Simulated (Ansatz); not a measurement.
input.yaml (Ansatz)

```yaml
crystal:
  lattice:
    - [-1.62547, 1.62547, 2.4737]
    - [1.62547, -1.62547, 2.4737]
    - [1.62547, 1.62547, -2.4737]
  atoms:
    - { symbol: In, position: [0.0, 0.0, 0.0] }
hamiltonian:
  xc: r2scan
  pseudopotentials:
    kind: paw
    azcp:
      In: "pseudopotentials/In.paw.azcp"
basis:
  ecutwfc: 500
  fft_grid_basis: typed
kpoints:
  mp_grid: { grid: [12, 12, 14], shift: [0, 0, 0] }
magnetization:
  spin_polarized: false
scf:
  occupations: { method: fermi_dirac, width: 0.1 }
relax:
  max_steps: 60
  f_tol: 0.01
  cell: {}
```

Output

```
Warning: crystal.symmetry: narrowed to the stabiliser of the k-point mesh — unitary ops 16 → 4; excluded 12 operations that carry a point of the 12×12×14 mesh (shift [0, 0, 0]) off the mesh (the run samples exactly the mesh kpoints.mp_grid names, as under crystal.symmetry.detect: false, and its converged state has the mesh's symmetry, not the crystal's; ε∞, the Born charges and the force constants of a linear response (`dielectric:` by the response, `phonons.method: dfpt`) are averaged over those of the crystal's operations that the state keeps within a tolerance, where `mesh_tensors`, `unaveraged_element` or `gamma_mean_max_change_ev_ang2` stands beside them; a row that `dielectric.field_direction` solves alone is averaged likewise, with nothing beside; a Γ-centred mesh of equal divisions is mapped onto itself by every operation and keeps the whole group, as does a half-shifted one under kpoints.further_shifts: images)
Engine: ansatz 0.2.0, x86_64-unknown-linux-gnu
Pseudopotentials: kind: paw
Pseudopotential: In, paw, valence charge 13, recommended cutoff 500 eV (meta_gga) 
Functional definition: r2SCAN
  parameter k0 = 0.174
  parameter k1 = 0.065
  parameter a1 = 4.9479
  exchange = r2scan_x(k0 = k0, k1 = k1, a1 = a1)
  correlation = r2scan_c
Crystal: 1 atoms, lattice volume = 26.144 Å³
Basis set: ecut = 500 eV, 641 PW (Γ), exchange–correlation on 100×100×100 points (64 copies of the dense FFT grid, shifted against one another)
Bands: 11, of which v1, the nominal top of the filled ones, is band 7 counted from 1 (6 counted from 0)
Symmetry: 4 space group operations
k-points: 554 of 2016
Non-local potential: In, projectors of the file, l = 0: 2, l = 1: 2, l = 2: 2, l = 3: 2
PAW form: soft (Blöchl's): semilocal exchange-correlation on the pseudo side does not see the compensation charge
PAW frozen core: In, regenerated for the run's functional (the file was generated under x = pbe(κ = 0.804, μ = 0.2195149727645171), c = pbe(β = 0.06672455060314922))
PAW one-centre angular grid: In, 590 points (default); XC on 289 of its mesh's 2783 points in the sphere
Initial density: superposition of atomic densities (neutral atoms: chi_scale 0, normalization atom), corrected by the library's trained network
Initial wavefunctions: pseudopotential atomic-orbital guess
Functional: x = r2scan, c = r2scan; τ floored in thin density (d = 2e-4 eV/Å³)
SCF iter   1: F=—  HF=-5611.820530 eV  |F-HF|=—  |Δ(HF+E_count)|=         —  Δρ=7.93e-3  dr2=8.65e-3  dr2_τ=1.28e-3  ethr=1.77e-3  ⟨swp⟩=5.0  Hψ=37126  notcnv=0
SCF iter   2: F=—  HF=-5611.824512 eV  |F-HF|=—  |Δ(HF+E_count)|=   3.98e-3  Δρ=3.55e-3  dr2=1.75e-3  dr2_τ=7.78e-5  ethr=6.66e-5  ⟨swp⟩=3.0  Hψ=16400  notcnv=0  defer=115
SCF iter   3: F=—  HF=-5611.824489 eV  |F-HF|=—  |Δ(HF+E_count)|=   2.36e-5  Δρ=4.26e-4  dr2=2.59e-5  dr2_τ=1.07e-6  ethr=1.34e-5  ⟨swp⟩=3.0  Hψ=9595  notcnv=0  defer=115
SCF iter   4: F=—  HF=-5611.824508 eV  |F-HF|=—  |Δ(HF+E_count)|=   1.93e-5  Δρ=4.73e-5  dr2=5.56e-7  dr2_τ=6.70e-8  ethr=1.99e-7  ⟨swp⟩=2.0  Hψ=6837  notcnv=0  defer=115
iter 5 did not close the SCF: its close was put off for the readings that it lacked (scf_convergence_deferred on its scf_iter line)
SCF iter   5: F=-5611.824509 eV  HF=-5611.824509 eV  |F-HF|=8.13e-8  |Δ(HF+E_count)|=   7.66e-7  Δρ=1.99e-5  dr2=6.52e-8  dr2_τ=3.91e-9  ethr=4.28e-9  ⟨swp⟩=2.6  Hψ=9406  notcnv=0  defer=115
SCF iter   6: F=-5611.824509 eV  HF=-5611.824509 eV  |F-HF|=3.09e-9  |Δ(HF+E_count)|=   1.03e-7  Δρ=3.40e-6  dr2=3.52e-9  dr2_τ=3.97e-11  ethr=5.02e-10  ⟨swp⟩=2.8  Hψ=22098  notcnv=0
...
Basis set: ecut = 500 eV, 673 PW (Γ), exchange–correlation on 108×108×100 points (64 copies of the dense FFT grid, shifted against one another)
Initial wavefunctions: pseudopotential atomic-orbital guess (no wavefunctions were taken with the density)
iter 1 solved again at ethr=1.37e-8 eV; its pass at ethr=3.10e-3 eV (dr2=1.79e-6 eV) is discarded
SCF iter   1: F=—  HF=-5611.827014 eV  |F-HF|=—  |Δ(HF+E_count)|=         —  Δρ=3.31e-5  dr2=3.63e-8  dr2_τ=3.03e-7  ethr=1.37e-8  ⟨swp⟩=3.0  Hψ=55802  notcnv=0
SCF iter   2: F=—  HF=-5611.827015 eV  |F-HF|=—  |Δ(HF+E_count)|=   4.02e-7  Δρ=1.62e-5  dr2=8.24e-9  dr2_τ=7.81e-9  ethr=2.79e-10  ⟨swp⟩=2.0  Hψ=9675  notcnv=0
SCF iter   3: F=—  HF=-5611.827015 eV  |F-HF|=—  |Δ(HF+E_count)|=   1.02e-7  Δρ=1.57e-6  dr2=1.65e-10  dr2_τ=7.25e-11  ethr=6.34e-11  ⟨swp⟩=2.1  Hψ=9426  notcnv=0
SCF iter   4: F=-5611.827015 eV  HF=-5611.827015 eV  |F-HF|=6.82e-11  |Δ(HF+E_count)|=   1.13e-9  Δρ=2.78e-7  dr2=5.32e-12  dr2_τ=2.43e-12  ethr=1.00e-12  ⟨swp⟩=4.1  Hψ=28481  notcnv=0
SCF 7 converged in 4 iterations: F = -5611.827015 eV  dr2 = 5.32e-12
relax step   7: F+E_penalty+E_count = -5611.82701473 eV  Δ(F+E_penalty+E_count) = -4.771e-5 eV  max|allowed force component| = 0.000e0 eV/Å  Δτ_max = 0.0000 Å  P = +0.005 GPa  Ω = 26.300 Å³  stress off target by 1.30e-2 GPa  SCF on the basis re-selected at this cell (its energy is not comparable with the rows above)  (4 SCF iters)
basis re-selected at this cell: Δ(F+E_penalty+E_count) = -4.771e-5 eV, ΔP = +0.002 GPa vs the last step (what re-selecting the basis moved, of the pressure what is left beyond the Pulay correction that the steps carried, after the strain that the cell walked since its last selection, with what the two solves' SCF thresholds leave and, on support functions, any second-order correction that the steps lacked; it is no measure of the basis error at this ecutwfc). The dense FFT grid was sized anew with the basis: this SCF ran on 27×27×25 points, the steps before it on 25×25×25, so part of this shift can come from that change (see relax.cell in the input reference). This SCF's stress stands 1.30e-2 GPa from its target on what of the cell is left free (relax.cell.stress_tol is 5.00e-2 GPa) and its largest allowed force component is 0.00e0 eV/Å (relax.f_tol is 1.00e-2 eV/Å): within both
SCF converged after 4 iterations
Free energy (F): -5611.827015 eV
Harris-Foulkes:  -5611.827015 eV  (|F-HF|=6.82e-11)
Internal energy: -5611.813575 eV  (E = F + TS)
E sigma→0 (E₀):  -5611.820295 eV
Entropy (-TS):   -0.013440 eV (-13.440 meV/atom)
Fermi energy:    10.134154 eV
--- Per-component energies (eV) ---
  E_band       = -31.816626
  E_kinetic    = 241.229155
  E_local      = -1080.880786  (includes V_loc(G=0)·N_el)
  E_nonlocal   = 366.565535
  E_hartree    = 424.685597
  E_xc         = -201.507710
  E_vxc        = -107.618809  (∫ρ·V_xc dr)
  E_paw        = -4181.479363  (= ΣΔE_a)
  E_vpaw       = -308.131244  (= ΣTr[D̂ρ^β])
  E_aug_tail   = 0.000008  (compensation charges beyond the density's cutoff)
  E_vtau       = 7.648353  (kinetic-family band-sum trace: ∫τ·v_τ [+ j·A + Jᵃ·Aᵃ] dr)
  E_ewald      = -1181.391556
  E_core_change = 0.965546  (= ΣΔE_core)
  E_smearing   = -0.013440  (= −TS)
  E_closure    = 0.000000  (closes the sum)
  Σ components = -5611.827015   (vs F -5611.827015, Δ=0.00e0)
--- Forces (eV/Å), atoms counted from 1 ---
  atom   1  In     0.00000000     0.00000000    -0.00000000
  max |Σ_I F_I| component: 6.16e-33 eV/Å
--- Stress (GPa, compression-positive) ---
        0.001621      -0.002114       0.003691
       -0.002114       0.001621       0.003691
        0.003691       0.003691       0.010958
  P = ⅓ Tr σ = 0.0047 GPa (0.047 kbar)
--- Relaxed structure (6 steps of the walk, 6 accepted, 1 SCFs on fresh bases) ---
  F+E_penalty+E_count = -5611.82701473 eV   max|allowed force component| = 0.000e0 eV/Å   (the final SCF, on the basis selected at the relaxed cell)
  cell:  # Å, volume = 26.3001 Å³
    - [-1.6190647315754148, 1.661241291221222, 2.524766884974953]
    - [1.6612412912212222, -1.619064731575415, 2.524766884974953]
    - [1.56693127275673, 1.5669312727567302, -2.497052638135211]
  atoms:
    - { symbol: In, position: [0.0, 0.0, 0.0] }
```
